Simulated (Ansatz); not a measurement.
**Pressure against volume: Co**

```
Co
1.0
     0.00000    2.53929    2.53929
     2.53929    0.00000    2.53929
     2.53929    2.53929    0.00000
Co
2
Cartesian
  0.0000 0.0000 0.0000
  1.2696 1.2696 1.2696
```

The cell was built from the diamond type and relaxed in the same program, and has space group Fd-3m; it needn't be a known or the stable phase.

The magnetic state is the one reached from the start moments; no search over orders was made, so it needn't be the ground state.

Levels of theory: DFT, PBE, all-electron LAPW, scalar-relativistic (Ansatz 0.2.0); DFT, PBE, PAW with Ansatz's default frozen-core files, scalar-relativistic (Ansatz 0.2.0).

For LAPW: a Γ-centred 12×12×12 k mesh, Fermi–Dirac smearing of 0.05 eV, basis error target 0.5 meV/atom, spin-polarised from start moments Co1 2, Co2 2 μB. PAW takes a cutoff of 420 eV at this cell. The Ansatz runs share mesh, smearing and spin set-up. Plane-wave (PAW) pressures include the program's estimate of the Pulay term.

The cell above is scaled evenly, with fractional coordinates and shape held.

Q: Estimate the equilibrium volume and bulk modulus that LAPW (all electrons) gives for this fixed shape.

A: V0 = 16.38 Å³/atom, B0 = 102 GPa, B0′ = 4.6, from a third-order Birch–Murnaghan fit to these pressures:
```csv
V/V(cell),V (Å³/atom),"P, LAPW (GPa)","P, PAW (GPa)","moment, LAPW (μB)","free energy over the lowest listed, PAW (meV/atom)"
0.9405,15.399,7.27,7.23,3.40,20.9
0.9800,16.046,2.22,2.20,3.44,2.2
1.0000,16.373,0.03,0.01,3.46,0.0
1.0200,16.701,-1.91,-1.94,3.47,2.0
1.0600,17.356,-5.16,-5.19,3.50,16.9
```

PAW's V0 lies -0.02 % from the all-electron value and its B0 0.1 %. Symmetry fixes shape and coordinates here, so this is the relaxed modulus.
